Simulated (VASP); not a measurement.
Input of a VASP 6.6.1 run:

File INCAR:

```
ALGO = Normal
EDIFF = 1E-6
ENCUT = 520
GGA = PE
ISIF = 2
ISMEAR = 0
LASPH = T
LCHARG = T
LELF = T
LREAL = F
LVHAR = T
LWAVE = F
NBANDS = 44
NELM = 100
PREC = Accurate
SIGMA = 0.1
```

KPOINTS

```
k-points
0
Gamma
  6 6 4
```

POSCAR

```
CoSn
1.0
    5.2460400000      0.0000000000      0.0000000000
   -2.6230200000      4.5432040000      0.0000000000
    0.0000000000      0.0000000000      4.1875900000
Co Sn
3 3
Direct
    0.0000000000      0.5000000000      0.0000000000
    0.5000000000      0.5000000000      0.0000000000
    0.5000000000      0.0000000000      0.0000000000
    0.6666670000      0.3333330000      0.5000000000
    0.3333330000      0.6666670000      0.5000000000
    0.0000000000      0.0000000000      0.0000000000
```

Potentials or basis: VASP PAW PBE potentials, release 64 (Co, Sn_d).

Run with:

```console
$ cat potpaw_PBE.64/Co/POTCAR potpaw_PBE.64/Sn_d/POTCAR > POTCAR
$ mpirun -np 1 vasp_std > vasp.out
```

**Question.** Estimate the pressure.

**Answer.** 4.0 GPa.

**Question.** Estimate the band gap on the k mesh.

**Answer.** None (metal or under the smearing width).

Stress tensor (GPa, compression positive):
```
4.18 0.00 0.00
0.00 4.18 0.00
0.00 0.00 3.66
```

Caveat: the k mesh is coarse (spacing up to 0.38 Å⁻¹), so the values aren't converged. Spin polarisation is off, so any magnetic state and its effect on volume and gap are missing.
